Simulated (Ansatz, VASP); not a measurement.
LiF in VASP and in Ansatz

```xyz
2
Lattice="0.0000 2.1446 2.1380 2.1446 0.0000 2.1380 2.1446 2.1446 0.0000" Properties=species:S:1:pos:R:3 pbc="T T T"
Li    0.0000    0.0000    0.0000
F     1.0723    1.0723    1.0690
```

Change from the starting cell: uniaxial_z strain -0.3%.

Alike in both runs: task single point; functional PBE; k mesh 10 × 10 × 10; occupations fermi-dirac, width 0.02 eV; no spin polarisation.

```csv
,VASP,Ansatz
version,VASP 6.6.1,Ansatz 0.2.0
potentials or method,"VASP PAW PBE potentials, release 64 (Li_sv, F)","plane waves, PAW"
plane-wave cutoff (eV),520,420
valence electrons in the cell,10,10
```

Ansatz gave:

| Quantity | Value |
| --- | --- |
| gap on the k mesh at the Fermi level (eV) | 7.94 |

Which values does VASP return?

gap on the k mesh at the Fermi level (eV): 7.93.

The functional is the same, so the differences come from potentials, cutoffs and numerics.

 A k mesh can miss the band edges.
